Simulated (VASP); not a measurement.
Runs of VASP 6.6.1 on Si. Symmetry: Fd-3m, No. 227, cubic system. The conventional cell has a = 5.444 Å, b = 5.444 Å, c = 5.444 Å, α = 90.00°, β = 90.00°, γ = 90.00°. Around Si (site symmetry -43m) lie 4 Si at 2.36 Å. 

```csv
task,level,potentials or basis,spin,cell,k mesh,cutoff (eV),smearing,k mesh for the DOS,monkhorst-Pack mesh,grid for exact exchange (PRECFOCK),exchange at q = 0,cutoff of the response function,other keys,mesh quality,gap on the mesh (eV),pressure (GPa)
relaxation of the atoms,PBE0+D4,"VASP PAW PBE potentials, release 64 (Si)",off,"atoms relaxed from: atoms moved at random, drawn with an rms of 0.1 Å",4 × 4 × 4,520,fermi-dirac 0.1 eV,-,-,Fast,truncated,-,EDIFFG = 0.0001; IBRION = 1; POTIM = 0.2,coarse,2.04,-2.6
single point,PBE,"VASP PAW PBE potentials, release 64 (Si_GW)",off,as given,4 × 4 × 4,450,gaussian 0.02 eV,-,-,-,-,-,-,coarse,0.71,1.9
single point,PBE0,"VASP PAW PBE potentials, release 64 (Si)",off,as given,4 × 4 × 4,520,gaussian 0.01 eV,-,yes,Normal,default,-,shifted = yes,coarse,-,-0.7
density of states,r2SCAN-EpsX+rVV10,"VASP PAW PBE potentials, release 64 (Si)",off,as given,4 × 4 × 4,520,tetrahedron,-,-,Normal,default,-,-,coarse,(b),-0.5
atomic charges,TPSSh,"VASP PAW PBE potentials, release 64 (Si)",off,as given,4 × 4 × 4,520,gaussian 0.05 eV,-,-,Fast,truncated,-,-,coarse,1.31,0.3
single point,revPBE+D3,"VASP PAW PBE potentials, release 64 (Si)",off,as given,8 × 8 × 8,520,tetrahedron,-,-,-,-,-,-,not flagged,(a),1.0
single point,PBE,"VASP PAW PBE potentials, release 64 (Si_GW)",off,as given,4 × 4 × 4,350,gaussian 0.02 eV,-,-,-,-,-,-,coarse,0.71,1.9
```

Q: Estimate the missing entries.

A: (a) 0.67; (b) 1.23.

Caveats: some runs use coarse meshes; the PAW data sets were made with another functional, which shifts forces and pressure a little (some runs).

A k mesh can miss the band edges.
